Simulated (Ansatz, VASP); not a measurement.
MoS2 in VASP and in Ansatz

```
CELL_PARAMETERS angstrom
3.20429 0.00000 0.00000
-1.60214 2.77500 0.00000
0.00000 0.00000 12.45597
ATOMIC_POSITIONS crystal
Mo 0.33333 0.66667 0.25000
Mo 0.66667 0.33333 0.75000
S 0.33333 0.66667 0.62652
S 0.66667 0.33333 0.12652
S 0.33333 0.66667 0.87348
S 0.66667 0.33333 0.37348
```

Change from the starting cell: in-plane strain +0.02, out-of-plane length and atoms relaxed by PAW.

Alike in both runs: functional PBEsol; k mesh 6 × 6 × 2; no spin polarisation.

Ansatz relaxed the structure, and its values are those at the end. VASP's run is a single point on that final structure, the one shown.

|  | VASP | Ansatz |
| --- | --- | --- |
| version | VASP 6.6.1 | Ansatz 0.2.0 |
| potentials or method | VASP PAW PBE potentials, release 64 (Mo_sv, S) | PAW with Ansatz's default frozen-core files, scalar-relativistic |
| plane-wave cutoff (eV) | 520 | 420 |
| occupations | gaussian, width 0.01 eV | fixed |
| valence electrons in the cell | 52 | 52 |

|  | VASP | Ansatz | Ansatz less VASP |
| --- | --- | --- | --- |
| gap on the k mesh at the Fermi level (eV) | 0.78 | 0.77 | -0.017 |
| pressure (GPa) | -3.5 | -3.4 | +0.02 |

Caveats: the PAW data sets were made with another functional, which shifts forces and pressure a little (VASP); this functional lacks dispersion, which binds the layers, so the pressure and a relaxed spacing across them are unreliable. A k mesh can miss the band edges.
